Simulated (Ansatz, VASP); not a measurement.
# One calculation of BeS, two programs

```
CELL_PARAMETERS angstrom
0.00000 2.41900 2.41900
2.41900 0.00000 2.41900
2.41900 2.41900 0.00000
ATOMIC_POSITIONS crystal
Be 0.00000 0.00000 0.00000
S 0.25000 0.25000 0.25000
```

Alike in both runs: functional PBEsol; k mesh 8 × 8 × 8; no spin polarisation.

Ansatz relaxed the structure, and its values are those at the end. VASP's run is a single point on that final structure, the one shown.

```csv
,VASP,Ansatz
version,VASP 6.6.1,Ansatz 0.2.0
potentials or method,"VASP PAW PBE potentials, release 64 (Be, S)","scalar-relativistic, plane waves, PAW"
plane-wave cutoff (eV),520,420
occupations,"gaussian, width 0.01 eV",fixed
valence electrons in the cell,8,8
```

Ansatz gave:

```
gap on the k mesh at the Fermi level (eV) : 2.91
least direct gap on the mesh (eV)         : 5.58
pressure (GPa)                            : 0.0
```

Which values does VASP return?

gap on the k mesh at the Fermi level (eV): 2.91; least direct gap on the mesh (eV): 5.61; pressure (GPa): 0.2.

Caveats: the PAW data sets were made with another functional, which shifts forces and pressure a little (VASP). A k mesh can miss the band edges.
